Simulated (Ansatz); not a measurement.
A crystal in the bcc structure was computed with PBE in Ansatz (plane waves, PAW datasets (generated soft set 1); cutoff 420 eV), no spin polarisation, no spin–orbit coupling, Fermi–Dirac smearing of 0.061 eV, k-spacing 0.06 Å⁻¹. It has a₀ = 4.009 Å and B₀ = 18.5 GPa.

(1) Which is it?
A. Nb
B. Lu
C. Ca
D. Pt
E. Dy

Answers

(1) E. The five: Dy 4.009 Å, 18.5 GPa; Nb 3.310 Å, 170 GPa; Ca 4.384 Å, 16.6 GPa; Lu 3.899 Å, 43 GPa; Pt 3.164 Å, 238 GPa.

Model structures, not the usual forms at ambient conditions (metastable or hypothetical): Dy, Ca, Lu, Pt. The open f shell of Dy is treated without spin here, so this is a model state and not the ground state.
